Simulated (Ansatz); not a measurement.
Crystal: SnTe.

```
Te Sn
1.0
     0.00000    3.15085    3.15085
     3.15085    0.00000    3.15085
     3.15085    3.15085    0.00000
Te Sn
1 1
Direct
  0.50000 0.50000 0.50000
  0.00000 0.00000 0.00000
```

| Property | Result |
| --- | --- |
| Program | Ansatz 0.2.0 |
| Task | relaxation of cell and atoms |
| Functional | PBEsol |
| Dispersion | D3(BJ) |
| Potentials or basis | Ansatz PAW |
| Cutoff | 420 eV (not typed: the program's choice for these potentials) |
| k mesh | 7 × 7 × 7 |
| Occupations | fermi-dirac, width 0.05 eV |
| Spin | no spin polarisation |

At the start: volume 31.28 Å³/atom.

How do energy, volume and symmetry change on relaxing?

It ends after 5 steps and the volume is 29.72 Å³/atom (-5.0 %); space group Fm-3m (No. 225, to 0.05 Å).

Step by step:
| step | energy change (eV) | largest force (eV/Å) | volume (Å³) |
| --- | --- | --- | --- |
| 1 | 0.0000 | 0.0000 | 62.56 |
| 2 | -0.0216 | 0.0000 | 58.34 |
| 3 | -0.0248 | 0.0000 | 59.55 |
| 4 | -0.0248 | 0.0000 | 59.44 |
| 5 | -0.0242 | 0.0000 | 59.44 |

Final structure:
```yaml
crystal:
  lattice:
    - [0.00000, 3.09761, 3.09761]
    - [3.09761, 0.00000, 3.09761]
    - [3.09761, 3.09761, 0.00000]
  atoms:
    - { symbol: Te, position: [0.50000, 0.50000, 0.50000] }
    - { symbol: Sn, position: [0.00000, 0.00000, 0.00000] }
```

Caveat: the plane-wave basis is chosen anew once the cell has moved, so the energies of steps on either side of that aren't comparable; the PAW data sets come from PBE, with cores solved anew for the run's functional, which leaves a small shift of forces and pressure.
